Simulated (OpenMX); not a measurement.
Runs of OpenMX 3.8.5 on Sc. The structure is hexagonal, space group P6_3/mmc (No. 194). The conventional cell has a = 3.309 Å, b = 3.309 Å, c = 5.273 Å, α = 90.00°, β = 90.00°, γ = 120.00°. Sc (site symmetry -6m2) has 12 Sc at 3.26 to 3.31 Å as nearest neighbours. 

| task | level | potentials or basis | cell | k mesh | grid points, held for all volumes | max SCF cycles | gap on the mesh (eV) | pressure (GPa) | V0 of scaled cells (Å³/atom) | B0 (GPa) | largest force (eV/Å) |
| --- | --- | --- | --- | --- | --- | --- | --- | --- | --- | --- | --- |
| equation of state | PBE | OpenMX 2013 PBE set, Sc7.0-s3p2d2, fixed grid of 35 × 35 × 63 points | as given | 9 × 9 × 5 | 35 × 35 × 63 | - | - | - | 24.50 | (a) | - |
| band structure | PBE | OpenMX 2013 PBE set, Sc7.0-s3p3d2f1, grid cutoff 400 Ry | as given | 9 × 9 × 5 | - | 100 | - | -0.6 | - | - | 0.01 |
| band structure | LDA | OpenMX 2013 LDA set, Sc7.0-s3p2d2, grid cutoff 400 Ry | as given | 7 × 7 × 5 | - | 100 | - | -5.8 | - | - | 0.01 |
| band structure | LDA | OpenMX 2013 LDA set, Sc7.0-s3p2d2, grid cutoff 400 Ry | as given | 9 × 9 × 5 | - | 100 | - | (b) | - | - | 0.01 |
| single point | PBE | OpenMX 2013 PBE set, Sc7.0-s3p2d2, grid cutoff 560 Ry | atom 1 moved by [0.0159, 0.0, 0.0254] A | 7 × 7 × 5 | - | 100 | none | - | - | - | 0.10 |
| single point | PBE | OpenMX 2013 PBE set, Sc7.0-s3p2d2, grid cutoff 560 Ry | as given | 7 × 7 × 5 | - | 100 | none | -1.2 | - | - | 0.01 |
| band structure | PBE | OpenMX 2013 PBE set, Sc7.0-s3p2d2, grid cutoff 400 Ry | as given | 7 × 7 × 5 | - | 100 | - | -1.2 | - | - | 0.01 |
| equation of state | PBE | OpenMX 2013 PBE set, Sc7.0-s3p3d2f1, fixed grid of 35 × 35 × 63 points | as given | 9 × 9 × 5 | 35 × 35 × 63 | - | - | - | 24.73 | 55 | - |
| single point | PBE | OpenMX 2013 PBE set, Sc7.0-s3p2d2, grid cutoff 560 Ry | atom 1 moved by [-0.0159, 0.0, -0.0254] A | 7 × 7 × 5 | - | 100 | none | - | - | - | 0.10 |
| band structure | PBE | OpenMX 2013 PBE set, Sc7.0-s3p2d2, grid cutoff 400 Ry | as given | 9 × 9 × 5 | - | 100 | - | -1.1 | - | - | 0.01 |

Alike in all rows: no spin polarisation; smearing fermi-dirac 0.05 eV.

Q: Fill in the values left out.

A: (a) 59; (b) -5.7.

Caveats: the basis of atomic orbitals isn't converged, which shifts pressures, moduli and gaps; volumes in these bases differ from converged ones by about 1 %, for some elements by several (some runs); the cell was scaled at fixed shape and fractional positions, which overstates the stiffness of a crystal with free parameters, most of all of layers and chains (some runs).

A k mesh can miss the band edges.

A gap of «none» marks a metal or a gap under the smearing width.

Not every run made on this cell is shown here.
